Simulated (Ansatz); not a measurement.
# BeTe (F-43m): spin-orbit coupling beyond the local functionals

Aim: the spin-orbit change of the gap of BeTe (F-43m).

Method: density functionals with and without spin-orbit coupling, plane waves, PAW, in Ansatz 0.2.0.

**Experimental background.**

- Gap 2.8 eV: absolute (indirect, Gamma to X) gap, second literature value; film (quoted from earlier experiment) (quoted in “The band structure of BeTe - a combined experimental and theoretical study”, 1997, arxiv:cond-mat/9712266).

- Gap 2.7 eV: absolute (indirect, Gamma to X) gap; bulk crystal (quoted from earlier experiment) (quoted in “The band structure of BeTe - a combined experimental and theoretical study”, 1997, arxiv:cond-mat/9712266).

This is a report of a sequence of runs, with most program output left out.

**1. The starting structure**

It takes space group F-43m (No. 216, cubic). Conventional cell: a = 5.663 Å, b = 5.663 Å, c = 5.663 Å, α = 90.00°, β = 90.00°, γ = 90.00°. Nearest to Be lie 4 Te at 2.45 Å. Nearest to Te lie 4 Be at 2.45 Å. Farther neighbours and most contacts between anions are not listed.

The cell and positions are those that the Materials Project relaxed with its own functionals (PBE, PBE+U or r2SCAN), kept fixed. Spin-orbit coupling is left out unless a step names it.

**2. HSE06, 4×4×4 mesh**

This step: DFT, HSE06, plane waves, PAW; PAW set soft_1.

Input file input.yaml:

```yaml
crystal:
  lattice:
    - [0.0, 2.8314587876, 2.8314587876]
    - [2.8314587876, 0.0, 2.8314587876]
    - [2.8314587876, 2.8314587876, 0.0]
  atoms:
    - { symbol: Be, position: [0.0, 0.0, 0.0] }
    - { symbol: Te, position: [0.75, 0.75, 0.75] }
kpoints:
  mp_grid: { grid: [4, 4, 4] }
  band_path:
    path:
      - [0.0, 0.0, 0.0]
      - [-0.5, -0.5, 0.0]
      - [-0.375, -0.375, 0.25]
      - [-0.375, 0.0, 0.375]
      - [0.0, 0.0, 0.5]
      - [-0.5, -0.25, 0.25]
    npoints: 1
hamiltonian:
  xc: hse06
  pseudopotentials: { kind: paw, azcp: { folder: soft_1 } }
scf:
  occupations: { method: fixed }
  n_extra_bands: 4
output:
  eigenvalues: true
```

Run with:

```
$ ansatz run input.yaml --threads 3 --pin off --max-ram 92160MiB --backend cuda --events-out ev --progress --plain --runs-dir out --devices 1 --max-vram 13GiB
```

It took 15 s on 1 × NVIDIA H100 80GB HBM3 (shared by 6 runs) with 3 threads of AMD EPYC 7R13 (Zen 3), shared host; peak memory 1 GiB.

Numbers from this step:

```
gap                     : 2.715 eV
valence top at          : Γ
conduction bottom at    : X
least direct gap        : 4.491 eV
exact-exchange fraction : 0.25
```

The gap is indirect, with the least direct gap 1.78 eV higher.

**3. HSE06+SOC, 4×4×4 mesh**

The many-body steps leave out spin-orbit coupling, so its effect is taken from a two-component run, with twice the bands.

This step: DFT, HSE06 with spin-orbit coupling, plane waves, PAW; PAW set soft_1.

input.yaml, the sections that differ from step 2:

```yaml
hamiltonian:
  xc: hse06
  pseudopotentials: { kind: paw_fr, azcp: { folder: soft_1 } }
scf:
  occupations: { method: fixed }
  n_extra_bands: 8
magnetization:
  noncollinear: true
  spin_orbit: true
output:
  eigenvalues: true
  write_density: true
  write_potential: true
  elf: true
  volumetric_format: npy
# crystal, kpoints: as in step 2
```

Wall time 25 s (1 × NVIDIA H100 80GB HBM3 (shared by 6 runs) with 3 threads); peak memory 1.3 GiB; 26 s of CPU time.

Numbers from this step:

```yaml
gap: 2.403 eV
valence_top_at: Γ
conduction_bottom_at: k = (0.000, -0.500, -0.500)
least_direct_gap: 4.132 eV
exact_exchange_fraction: 0.25
```

The gap stands −0.31 eV against HSE06.

**4. Together**

Times are wall times on 1 × NVIDIA H100 80GB HBM3 (shared by 6 runs) with 3 threads of AMD EPYC 7R13 (Zen 3), shared host, good to a factor of about two.

| level | gap (eV) | with coupling (eV) | change (eV) | time | with coupling |
| --- | --- | --- | --- | --- | --- |
| HSE06 | 2.72 | 2.40 | −0.31 | 15 s | 25 s |

**5. What came out**

```yaml
hse06: 2.72 eV
hse06_soc: 2.40 eV
```

What this shows: Spin-orbit coupling changes the gap by −0.31 eV and the least direct gap by −0.36 eV. Against experiment, by HSE06+SOC: the gap of 2.40 eV lies −0.40 eV from the measured 2.8 eV (indirect, quoted 1997); the gap of 2.40 eV lies −0.30 eV from the measured 2.7 eV (indirect, quoted 1997). The lattice is static and excitons are left out.

[Paths, hosts, dates, memory and timing lines, banners, echoed tables and standing remarks are left out of the program output.]

[Logs are printed without paths, hosts, clocks, repeated set-up lines and the standing remarks that a program may print on its own settings, such as how far it seeks lower states.]

[Runs of the session that timed out or met a known fault of the program may be left out.]

[Cells called generated may have been cut or substituted from an entry of the Crystallography Open Database or the Materials Project.]

[Hosts, paths, dates, database ids (printed as entryN), source tags and the programs' standing remarks are cut or masked in the printed files.]
